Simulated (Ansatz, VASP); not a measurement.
Al2O3 (Corundum) in VASP and in Ansatz

```
CELL_PARAMETERS angstrom
2.38025 1.37424 4.33187
-2.38025 1.37424 4.33187
0.00000 -2.74848 4.33187
ATOMIC_POSITIONS crystal
Al 0.35216 0.35216 0.35216
Al 0.14784 0.14784 0.14784
Al 0.64784 0.64784 0.64784
Al 0.85216 0.85216 0.85216
O 0.55668 0.94332 0.25000
O 0.25000 0.55668 0.94332
O 0.94332 0.25000 0.55668
O 0.44332 0.05668 0.75000
O 0.75000 0.44332 0.05668
O 0.05668 0.75000 0.44332
```

Alike in both runs: task relaxation of the atoms; functional PBE; k mesh 5 × 5 × 5; occupations fermi-dirac, width 0.02 eV; no spin polarisation.

|  | VASP | Ansatz |
| --- | --- | --- |
| version | VASP 6.6.1 | Ansatz 0.2.0 |
| potentials or method | VASP PAW PBE potentials, release 64 (Al, O) | plane-wave PAW, scalar-relativistic |
| plane-wave cutoff (eV) | 520 | 420 |
| valence electrons in the cell | 48 | 48 |

```tsv
	VASP	Ansatz	Ansatz less VASP
gap on the k mesh at the Fermi level, each at its own relaxed structure (eV)	6.22	6.22	0.000
```

Ansatz warned: «stress_scf_threshold_loose».

As with any semilocal functional, this PBE gap is likely too small.
